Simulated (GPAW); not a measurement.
**ZnS (Wurtzite-2H): relaxation of cell and atoms with revPBE+D4**

The system is ZnS (Wurtzite-2H).

```xyz
4
Lattice="3.8110 0.0000 0.0000 -1.9055 3.3004 0.0000 0.0000 0.0000 6.2340" Properties=species:S:1:pos:R:3 pbc="T T T"
Zn    1.9055    1.1001    3.1170
Zn    0.0000    2.2003    0.0000
S     1.9055    1.1001    5.5171
S     0.0000    2.2003    2.4001
```

| Quantity | Value |
| --- | --- |
| Program | GPAW 26.7.0 |
| Task | relaxation of cell and atoms |
| Functional | revPBE |
| Dispersion | D4 |
| Potentials or basis | the program's PAW data sets (release 1.2.1) made for this functional |
| Cutoff | 600 eV |
| Basis | pw |
| k mesh | 8 × 8 × 5 |
| Occupations | fermi-dirac, width 0.05 eV |
| Spin | no spin polarisation |
| Maxiter | 150 |
| Optimizer | LBFGS |
| Fmax | 0.02 eV/Å |
| Max steps | 100 |
| Convergence | density=1e-05 forces=0.0001 |

```
Relaxed volume                         : 19.30 Å³/atom
Relaxed cell                           : a = 3.786 Å, b = 3.786 Å, c = 6.221 Å, α = 90.00°, β = 90.00°, γ = 120.00°
Space group after relaxing (to 0.05 Å) : P6_3mc (No. 186)
Energy gained by relaxing              : 6.7 meV/atom
Ionic steps                            : 8
Pressure after relaxing                : 0.0 GPa
Band gap on the k mesh                 : 2.39 eV, direct
Dispersion energy per atom             : -0.569 eV
```

Step by step:
```tsv
step	energy change (eV)	largest force (eV/Å)	pressure (GPa)	volume (Å³)
1	0.0000	0.3387	-0.94	78.41
2	-0.0073	0.2897	-0.90	78.31
3	-0.0239	0.0727	-0.41	77.67
4	-0.0250	0.0083	-0.48	77.74
5	-0.0252	0.0087	-0.42	77.68
6	-0.0264	0.0116	0.17	77.07
7	-0.0264	0.0110	0.16	77.07
8	-0.0269	0.0008	0.01	77.21
```

Final structure:
```
Zn S
1.0
     3.78561    0.00000    0.00000
    -1.89280    3.27843    0.00000
     0.00000    0.00000    6.22128
Zn S
2 2
Direct
  0.66667 0.33333 0.50567
  0.33333 0.66667 0.00567
  0.66667 0.33333 0.87933
  0.33333 0.66667 0.37933
```

Levels at points of the mesh, in eV from the valence-band top:
| k point | band 15 | band 16 | band 17 | band 18 | band 19 | band 20 | band 21 | band 22 |
| --- | --- | --- | --- | --- | --- | --- | --- | --- |
| (0.00, 0.00, 0.00) | -0.91 | -0.09 | 0.00 | 0.00 | 2.39 | 3.24 | 6.33 | 6.33 |
| (0.50, 0.00, 0.00) | -3.34 | -2.28 | -1.73 | -0.90 | 3.74 | 4.36 | 5.16 | 6.91 |
| (0.50, 0.50, 0.00) | -3.34 | -2.28 | -1.73 | -0.90 | 3.74 | 4.36 | 5.16 | 6.91 |

Wall time 13 min on 1 thread of Arm Neoverse V2, on a shared host, peak memory 0.63 GiB.

Caveat: later steps reuse the first step's grids. As with any semilocal functional, this revPBE gap is likely too small.
